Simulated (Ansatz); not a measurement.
Al: strain energy, fitted

Al, Fm-3m, a = 3.993 Å. Ansatz: r2SCAN, PAW, 500 eV, Γ-centred 18×18×14 mesh on 2 atoms, Gaussian smearing 0.10 eV; no spin polarisation. Series: biaxial strain in the a-b plane, c and atoms relaxed; x is the strain in per cent. The axes a, b, c are those of the computed cell (2.823, 2.823, 3.993 Å), along [1 1 0], [-1 1 0], [0 0 1] of the cell named above. y is the free energy over the unstrained cell, V0 = 15.912 Å³/atom.

| x (%) | y (meV/atom) |
| --- | --- |
| -4.5 | 34.45 |
| -3.0 | 15.07 |
| -1.5 | 3.56 |
| 0.0 | 0.00 |
| 1.5 | 4.25 |
| 3.0 | 10.86 |
| 4.5 | ? |

**Question.** Fit y = c2 x² + c3 x³ to the other rows, turn c2 into a modulus, and predict the missing energy.

**Answer.** Least squares on the rows shown. y = 1.4327 x² − 0.062018 x³. In eV per unit strain² c2 is 14.33; M is the biaxial modulus (E = M V0 ε²): 14.33 × 160.2 / (15.912) = 144 GPa. With a term in x⁴ added, the coefficient of x² becomes 1.555, 9 % more, which shows how far this figure hangs on the form. At x = 4.5 the fit asked for gives 23.36 meV/atom. The run gave 22.62 meV/atom, so the fit is 0.74 meV/atom too high, within twice the rms miss on the fitted rows (0.63 meV/atom).